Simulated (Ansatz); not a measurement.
System: HgSe (zinc blende type), 2 atoms in the cell.

The calculation used Ansatz, PBE with spin–orbit coupling, plane waves, norm-conserving pseudopotentials.

Cutoff 1170 eV; k-mesh 6×6×6 Γ-centred; Fermi–Dirac smearing of 0.02 eV.

```
Hg Se
1.0
     0.00000    3.13500    3.13500
     3.13500    0.00000    3.13500
     3.13500    3.13500    0.00000
Hg Se
1 1
Direct
  0.00000 0.00000 0.00000
  0.25000 0.25000 0.25000
```

**Question.** What pressure does the calculation give?

**Answer.** The pressure is -0.64 GPa, so at these settings the cell is stretched and would shrink.

The stress includes the program's correction for the finite plane-wave basis.

The k-mesh is modest, so these values aren't fully converged in k.
